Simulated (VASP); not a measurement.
# Y4N5 in VASP: notebook

Runs on Y4N5. Level: PBE. Tasks: single point.

Everything below comes from runs of VASP 6.6.1. Logs are shortened: lines on timing, memory, paths and dates and some standing lists are left out, and cuts for length are marked.

### Step 1. Starting point

The cell holds a slab with vacuum, 9 atoms: a = 3.449 Å, b = 3.449 Å, c = 26.263 Å, α = 90.00°, β = 90.00°, γ = 120.00°.

### Step 2. Single point, PBE

Contents of INCAR:

```
PREC = Accurate ; ENCUT = 650
EDIFF = 1E-7 ; ISMEAR = 1
SIGMA = 0.1 ; LREAL = False
LASPH = True ; NELM = 120
ALGO = Normal ; ISIF = 2
LWAVE = False ; LCHARG = False
LDIPOL = True ; IDIPOL = 3
DIPOL = 0.5 0.5 0.500 ; GGA = PE
NBANDS = 52 ; LVHAR = True
LVACPOTAV = True
```

Contents of KPOINTS:

```
Automatic mesh
0
Gamma
  14 14 1
```

Contents of POSCAR:

```
Y4N5
1.0
    3.4485597718      0.0000000000      0.0000000000
   -1.7242798859      2.9865403689      0.0000000000
    0.0000000000      0.0000000000     26.2629490514
N Y
5 4
Direct
    0.3333333333      0.6666666667      0.2855734132
    0.0000000000      0.0000000000      0.3927867066
    0.6666666667      0.3333333333      0.5000000000
    0.3333333333      0.6666666667      0.6072132934
    0.0000000000      0.0000000000      0.7144265868
    0.6666666667      0.3333333333      0.3391800599
    0.3333333333      0.6666666667      0.4463933533
    0.0000000000      0.0000000000      0.5536066467
    0.6666666667      0.3333333333      0.6608199401
```

Potentials or basis: VASP PAW PBE potentials, release 64 (N, Y_sv).

Started as:

```bash
> cat potpaw_PBE.64/N/POTCAR potpaw_PBE.64/Y_sv/POTCAR > POTCAR
> mpirun -np 1 vasp_std > vasp.out
```

OUTCAR:

```text
PREC = Accurate
   ENCUT = 650
   EDIFF = 1E-7
   ISMEAR = 1
   LREAL = False
   LASPH = True
   NELM = 120
   ISIF = 2
   GGA = PE

 Found     24 irreducible k-points:

 Following reciprocal coordinates:
            Coordinates               Weight
  0.000000  0.000000  0.000000      1.000000
  0.071429  0.000000  0.000000      6.000000
  0.142857  0.000000  0.000000      6.000000
  0.214286  0.000000  0.000000      6.000000
  0.285714  0.000000  0.000000      6.000000
  0.357143  0.000000  0.000000      6.000000
   k-points           NKPTS =     24   k-points in BZ     NKDIM =     24   number of bands    NBANDS=     52
   number of dos      NEDOS =    301   number of ions     NIONS =      9
   total plane-waves  NPLWV = 201600
   dimension x,y,z NGX =    30 NGY =   30 NGZ =  224
   dimension x,y,z NGXF=    60 NGYF=   60 NGZF=  448
   ions per type =               5   4
   NGX,Y,Z   is equivalent  to a cutoff of  14.46, 14.46, 14.18 a.u.
   NGXF,Y,Z  is equivalent  to a cutoff of  28.92, 28.92, 28.36 a.u.
 SYSTEM =  unknown system
   PREC   = accura    normal or accurate (medium, high low for compatibility)
   ISTART =      0    job   : 0-new  1-cont  2-samecut
   ICHARG =      2    charge: 1-file 2-atom 10-const
   ISPIN  =      1    spin polarized calculation?
   LNONCOLLINEAR =      F non collinear calculations
   LSORBIT =      F    spin-orbit coupling
   LASPH  =      T    aspherical Exc in radial PAW
   ENCUT  =  650.0 eV  47.77 Ry    6.91 a.u.   7.17  7.17 54.60*2*pi/ulx,y,z
   NELM   =    120;   NELMIN=  2; NELMDL= -5     # of ELM steps
   EDIFF  = 0.1E-06   stopping-criterion for ELM
   LREAL  =      F    real-space projection
   EDIFFG = 0.1E-05   stopping-criterion for IOM
   NSW    =      0    number of steps for IOM
   IBRION =     -1    ionic relax: 0-MD 1-quasi-New 2-CG
   NFREE  =      0    steps in history (QN), initial steepest desc. (CG)
   ISIF   =      2    stress and relaxation
   ISYM   =      2    0-nonsym 1-usesym 2-fastsym
   POTIM  = 0.5000    time-step for ionic-motion
   TEBEG  =    0.0;   TEEND  =   0.0 temperature during run
   PSTRESS=    0.0 pullay stress
   NELECT =      69.0000    total number of electrons
   NUPDOWN=      -1.0000    fix difference up-down
   EMIN   =  10.00;   EMAX   =-10.00  energy-range for DOS
   EFERMI =   0.00;   METHOD = LEGACY
   ISMEAR =     1;   SIGMA  =   0.10  broadening in eV -4-tet -1-fermi 0-gaus
   EFERMI_NEDOS =   21; number of points for ismear=-14 and -15
   IALGO  =     38    algorithm
   IMIX   =      4    mixing-type and parameters
     AMIX     =   0.40;   BMIX     =  1.00
     AMIX_MAG =   1.60;   BMIX_MAG =  1.00
  volume/ion in A,a.u.               =      30.05       202.82
  Fermi-wavevector in a.u.,A,eV,Ry     =   1.038264  1.962035 14.666986  1.077993
  Thomas-Fermi vector in A             =   2.172741
   LORBIT       =      0    0 simple, 1 ext, 2 COOP (PROOUT), +10 PAW based schemes
   GGA     = PE    functional components
   LHFCALC =     F    Hartree Fock is set to
   AEXX    =    0.0000 exact exchange contribution
   IVDW    =     0    specifies the selected vdW correction
   LEPSILON=     F    determine dielectric tensor
   LRPA    =     F    only Hartree local field effects (RPA)
 non-spin polarized calculation
 Methfessel and Paxton  Order N= 1 SIGMA  =   0.10
  energy-cutoff  :      650.00
  volume of cell :      270.49
 maximum number of plane-waves:     10227
 NGX is ok and might be reduce to    30
   NGX = 15   NGY = 15   NGZ =109

 dipolmoment           0.000000      0.000000     -0.000000 electrons x Angstroem

 number of electron      69.0000000 magnetization

 dipolmoment           0.000000      0.000000      0.000000 electrons x Angstroem

 Free energy of the ion-electron system (eV)
  ---------------------------------------------------
  ext. energy  EPLUGINS =         0.00000000
  ---------------------------------------------------
  free energy    TOTEN  =       -73.51512912 eV

  energy without entropy =      -73.49959878  energy(sigma->0) =      -73.50995234

 E-fermi :  -2.4358     XC(G=0):  -5.8567

 val. band max:       -2.4377836141   @ k =   0.2857   0.0000   0.0000
 cond. band min:      -2.4286946682   @ k =   0.2857   0.0714   0.0000
 fundamental gap:      0.0090889460
 Fermi energy:        -2.4358064214

 k-point     1 :       0.0000    0.0000    0.0000
  band No.  band energies     occupation
      1     -43.5103      2.00000
      2     -43.4489      2.00000
      3     -43.0717      2.00000
      4     -43.0713      2.00000
      5     -24.1603      2.00000
      6     -23.7201      2.00000
[... 38 lines left out ...]
     45       2.7774      0.00000
     46       2.7774      0.00000

 k-point     2 :       0.0714    0.0000    0.0000
  band No.  band energies     occupation
      1     -43.5055      2.00000
      2     -43.4455      2.00000
      3     -43.0678      2.00000
      4     -43.0674      2.00000
      5     -24.1415      2.00000
      6     -23.7159      2.00000
[... 38 lines left out ...]
     45       2.6665      0.00000
     46       2.8576      0.00000

 k-point     3 :       0.1429    0.0000    0.0000
  band No.  band energies     occupation
      1     -43.4920      2.00000
      2     -43.4360      2.00000
      3     -43.0569      2.00000
      4     -43.0566      2.00000
      5     -24.0883      2.00000
      6     -23.7145      2.00000
[... 38 lines left out ...]
     45       2.7810      0.00000
     46       3.0769      0.00000

 k-point     4 :       0.2143    0.0000    0.0000
  band No.  band energies     occupation
      1     -43.4721      2.00000
      2     -43.4225      2.00000
      3     -43.0411      2.00000
      4     -43.0409      2.00000
      5     -24.0129      2.00000
      6     -23.7601      2.00000
[... 38 lines left out ...]
     45       3.0942      0.00000
     46       3.1755      0.00000

 k-point     5 :       0.2857    0.0000    0.0000
  band No.  band energies     occupation
      1     -43.4493      2.00000
      2     -43.4081      2.00000
      3     -43.0235      2.00000
      4     -43.0234      2.00000
      5     -23.9662      2.00000
      6     -23.8649      2.00000
[... 38 lines left out ...]
     45       3.4508      0.00000
     46       3.5582      0.00000

 k-point     6 :       0.3571    0.0000    0.0000
  band No.  band energies     occupation
      1     -43.4278      2.00000
      2     -43.3959      2.00000
      3     -43.0075      2.00000
      4     -43.0075      2.00000
      5     -24.0798      2.00000
      6     -23.9164      2.00000
[... 38 lines left out ...]
     45       3.9574      0.00000
     46       4.0768      0.00000

 [... further k-points ...]

 [bands above 46 left out]

------------------------ aborting loop because EDIFF is reached ----------------------------------------

  FORCE on cell =-STRESS in cart. coord.  units (eV):
  Direction    XX          YY          ZZ          XY          YZ          ZX
  --------------------------------------------------------------------------------------
  -------------------------------------------------------------------------------------
  Total        0.5938251      0.5938251     -3.5708799      0.0000000      0.0000000      0.0000000
  in kB        3.5173817      3.5173817    -21.1512572      0.0000000      0.0000000      0.0000000
  external PRESSURE =      -4.7054979 kB  Pullay stress =       0.0000000 kB

 VOLUME and BASIS-vectors are now :
 -----------------------------------------------------------------------------
  energy-cutoff  :      650.00
  volume of cell :      270.49
      direct lattice vectors                 reciprocal lattice vectors
     3.448559772  0.000000000  0.000000000     0.289976125  0.167417794  0.000000000
    -1.724279886  2.986540369  0.000000000     0.000000000  0.334835588  0.000000000
     0.000000000  0.000000000 26.262949051     0.000000000  0.000000000  0.038076455

 POSITION                                       TOTAL-FORCE (eV/Angst)
 -----------------------------------------------------------------------------------
     -0.00000      1.99103      7.50000         0.000000      0.000000      1.846037
      0.00000      0.00000     10.31574        -0.000000      0.000000      0.352778
      1.72428      0.99551     13.13147         0.000000      0.000000      0.000000
     -0.00000      1.99103     15.94721         0.000000      0.000000     -0.352778
      0.00000      0.00000     18.76295         0.000000     -0.000000     -1.846037
      1.72428      0.99551      8.90787        -0.000000      0.000000     -2.263356
     -0.00000      1.99103     11.72361         0.000000     -0.000000     -0.093946
      0.00000      0.00000     14.53934        -0.000000      0.000000      0.093946
      1.72428      0.99551     17.35508         0.000000     -0.000000      2.263356
 -----------------------------------------------------------------------------------
    total drift:                                0.000000     -0.000000      0.000000

  FREE ENERGIE OF THE ION-ELECTRON SYSTEM (eV)
  ---------------------------------------------------
  free  energy   TOTEN  =       -73.5151291197 eV

  energy  without entropy=      -73.4995987838  energy(sigma->0) =      -73.50995234

 vacuum level on the upper side and lower side of the slab         5.702         5.702
```

It took 14 min on 1 thread of AMD EPYC 9R14 (Zen 4), shared host; peak memory 0.67 GiB.

The run converged, but some of its settings lie outside the range that counts as converged, so its numbers aren't taken as properties of the slab.

What came out:

* Free energy: -73.5151 eV
* Largest force: 2.263 eV/Å
* Band gap on the k mesh: none (metal or under the smearing width)
* Work function of the upper face: 8.14 eV
* Work function of the lower face: 8.14 eV

### Step 3. Single point, PBE

This run uses another cell than the first one, of 17.47 Å³/atom, 0.581 times its volume.

INCAR: that of step 2 with these lines changed.

```diff
@@ -1,2 +1,2 @@
-PREC = Accurate ; ENCUT = 650
+PREC = Accurate ; ENCUT = 460
 EDIFF = 1E-7 ; ISMEAR = 1
```

Contents of KPOINTS:

```
Automatic mesh
0
Gamma
  9 9 1
```

Contents of POSCAR:

```
Y4N5
1.0
    3.4485597718      0.0000000000      0.0000000000
   -1.7242798859      2.9865403689      0.0000000000
    0.0000000000      0.0000000000     15.2629490514
N Y
5 4
Direct
    0.3333333333      0.6666666667      0.1310362757
    0.0000000000      0.0000000000      0.3155181379
    0.6666666667      0.3333333333      0.5000000000
    0.3333333333      0.6666666667      0.6844818621
    0.0000000000      0.0000000000      0.8689637243
    0.6666666667      0.3333333333      0.2232772068
    0.3333333333      0.6666666667      0.4077590689
    0.0000000000      0.0000000000      0.5922409311
    0.6666666667      0.3333333333      0.7767227932
```

Potentials or basis: VASP PAW PBE potentials, release 64 (N, Y_sv).

Started as:

```bash
> cat potpaw_PBE.64/N/POTCAR potpaw_PBE.64/Y_sv/POTCAR > POTCAR
> mpirun -np 1 vasp_std > vasp.out
```

It took 1.9 min on 1 thread of AMD EPYC 9R14 (Zen 4), shared host; peak memory 0.24 GiB.

The run converged, but some of its settings lie outside the range that counts as converged, so its numbers aren't taken as properties of the slab.

What came out:

- Free energy: -73.5166 eV
- Largest force: 2.260 eV/Å
- Band gap on the k mesh: none (metal or under the smearing width)

Caveat: the cutoff is under 1.25 times the usual one of these potentials, so pressure, stress and relaxed cells hold a basis-set (Pulay) error.
